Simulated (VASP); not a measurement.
Runs of VASP 6.6.1 on MoSe2. The structure is hexagonal, space group P6_3/mmc (No. 194). The conventional cell has a = 3.288 Å, b = 3.288 Å, c = 12.900 Å, α = 90.00°, β = 90.00°, γ = 120.00°. Mo (site symmetry -6m2) has 6 Se at 2.49 Å as nearest neighbours. Se (site symmetry 3m) is surrounded by 3 Mo at 2.49 Å. 

```csv
task,level,spin,cell,k mesh,cutoff (eV),gap on the mesh (eV),pressure (GPa),relaxed volume (Å³/atom),largest force (eV/Å)
band structure,BLYP,off,as given,9 × 9 × 2,520,(b),(a),-,1.58
relaxation of cell and atoms,BLYP,off,relaxed,9 × 9 × 2,600,1.16,0.0,28.29,0.01
relaxation of cell and atoms,revPBE,off,relaxed,9 × 9 × 2,600,(c),0.0,26.37,0.02
band structure,RPBE,off,as given,9 × 9 × 2,520,0.90,-,-,-
```

Alike in all rows: potentials or basis VASP PAW PBE potentials, release 64 (Mo_sv, Se); smearing fermi-dirac 0.05 eV.

Q: Fill in the values left out.

A: (a) 15.6; (b) 0.87; (c) 1.39.

Caveats: the PAW data sets were made with another functional, which shifts forces and pressure a little (some runs); the cell's inner coordinates are idealised or old, which leaves forces on the atoms (some runs); this functional lacks dispersion, which binds the layers, so the pressure and a relaxed spacing across them are unreliable (some runs); the volume moved by over 15 % at a fixed basis, so the end points are rough (some runs); an odd mesh through Γ misses points on the zone boundary, where band edges often lie (some runs); this functional lacks dispersion, which binds the layers, so the pressure and a relaxed spacing across them are unreliable, and here the layers came unbound (some runs); so large a pressure means that the cell lies far from this level's equilibrium, or that cutoff or potentials fall short (some runs).

A k mesh can miss the band edges, and the runs leave out spin-orbit coupling on Mo, Se.

Runs at the PBE level aren't shown here.
